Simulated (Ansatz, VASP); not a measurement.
## WSe2 in VASP and in Ansatz

INCAR

```
SYSTEM = WSe2
ALGO     = Normal         ! electronic algorithm
EDIFF    = 1E-6           ! SCF threshold, eV
ENCUT    = 520            ! plane-wave cutoff, eV
GGA      = PS             ! functional
ISIF     = 2              ! what is computed and relaxed
ISMEAR   = 0              ! smearing method
LASPH    = .TRUE.         ! aspherical terms in the spheres
LCHARG   = .FALSE.        ! write CHGCAR
LREAL    = .FALSE.        ! projectors in reciprocal space
LWAVE    = .FALSE.        ! write WAVECAR
NBANDS   = 35             ! bands
NELM     = 60             ! most SCF steps
PREC     = Accurate       ! precision mode
SIGMA    = 0.05           ! smearing width, eV
```

Contents of KPOINTS:

```
k-points
0
G
  9 9 2
  0 0 0
```

The input POSCAR:

```
WSe2
1.0
   -3.2711504052      0.0000000000      0.0000000000
   -1.6355752026     -2.8328993505      0.0000000000
    0.0000000000      0.0000000000     13.7206689562
W Se
2 4
Direct
    0.3333333333      0.3333333333      0.7226689711
    0.6666666667      0.6666666667      0.2408896570
    0.3333333333      0.3333333333      0.1188898194
    0.6666666667      0.6666666667      0.6006691334
    0.3333333333      0.3333333333      0.3628894947
    0.6666666667      0.6666666667      0.8446688087
```

Input for Ansatz:

```yaml
crystal:
  lattice:
    - [-3.2711504052, 0.0, 0.0]
    - [-1.6355752026, -2.8328993505, 0.0]
    - [0.0, 0.0, 13.7206689562]
  atoms:
    - { symbol: W, position: [0.3333333333, 0.3333333333, 0.7226689711] }
    - { symbol: W, position: [0.6666666667, 0.6666666667, 0.240889657] }
    - { symbol: Se, position: [0.3333333333, 0.3333333333, 0.1188898194] }
    - { symbol: Se, position: [0.6666666667, 0.6666666667, 0.6006691334] }
    - { symbol: Se, position: [0.3333333333, 0.3333333333, 0.3628894947] }
    - { symbol: Se, position: [0.6666666667, 0.6666666667, 0.8446688087] }
basis:
  ecutwfc: 420
kpoints:
  mp_grid: { grid: [9, 9, 2] }
hamiltonian:
  xc: pbesol
scf:
  occupations: { method: gaussian, width: 0.05 }
output:
  forces: true
  stress: true
  eigenvalues: true
```

Alike in both runs: task single point; functional PBEsol; k mesh 9 × 9 × 2; occupations gaussian, width 0.05 eV; no spin polarisation.

|  | VASP | Ansatz |
| --- | --- | --- |
| version | VASP 6.6.1 | Ansatz 0.2.0 |
| potentials or method | VASP PAW PBE potentials, release 64 (W_sv, Se) | scalar-relativistic, plane waves, PAW |
| plane-wave cutoff (eV) | 520 | 420 |
| valence electrons in the cell | 52 | 92 |

Ansatz gave:

| Property | Result |
| --- | --- |
| gap on the k mesh at the Fermi level (eV) | 1.28 |
| least direct gap on the mesh (eV) | 1.62 |
| pressure (GPa) | -0.1 |
| largest component of the traceless stress (GPa) | 0.13 |
| rms of the force components (eV/Å) | 0.010 |

Which values does VASP return?

gap on the k mesh at the Fermi level (eV): 1.27; least direct gap on the mesh (eV): 1.62; pressure (GPa): 0.3; largest component of the traceless stress (GPa): 0.03; rms of the force components (eV/Å): 0.035.

Atom by atom the forces differ by 0.029 eV/Å (rms over components). The two sets of potentials don't hold the same shells in valence.

Caveats: the PAW data sets were made with another functional, which shifts forces and pressure a little (VASP); spin-orbit coupling is left out, which moves the levels of the heavy elements; an odd mesh through Γ misses points on the zone boundary, where band edges often lie; this functional lacks dispersion, which binds the layers, so the pressure and a relaxed spacing across them are unreliable.
